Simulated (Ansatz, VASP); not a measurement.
## BaS in VASP and in Ansatz

```
Ba S
1.0
     0.00000    3.16630    3.16630
     3.16630    0.00000    3.16630
     3.16630    3.16630    0.00000
Ba S
1 1
Direct
  0.01117 0.98883 0.00000
  0.50000 0.50000 0.50000
```

Change from the starting cell: all Ba atoms moved -0.050 Å, as atom 1 along Cartesian [1 -1 0].

Alike in both runs: task single point; functional PBEsol; k mesh 8 × 8 × 8; occupations gaussian, width 0.05 eV; no spin polarisation.

|  | VASP | Ansatz |
| --- | --- | --- |
| version | VASP 6.6.1 | Ansatz 0.2.0 |
| potentials or method | VASP PAW PBE potentials, release 64 (Ba_sv, S) | scalar-relativistic, plane waves, PAW |
| plane-wave cutoff (eV) | 520 | 420 |
| valence electrons in the cell | 16 | 16 |

Ansatz gave:

```
gap on the k mesh at the Fermi level (eV) : 2.05
least direct gap on the mesh (eV)         : 2.14
pressure (GPa)                            : 0.0
rms of the force components (eV/Å)        : 0.058
```

Question: Estimate VASP's values.

Answer: gap on the k mesh at the Fermi level (eV): 1.94; least direct gap on the mesh (eV): 2.07; pressure (GPa): 0.7; rms of the force components (eV/Å): 0.064.

Atom by atom the forces differ by 0.006 eV/Å (rms over components).

Caveats: the PAW data sets were made with another functional, which shifts forces and pressure a little (VASP); spin-orbit coupling is left out, which moves the levels of the heavy elements. A k mesh can miss the band edges.
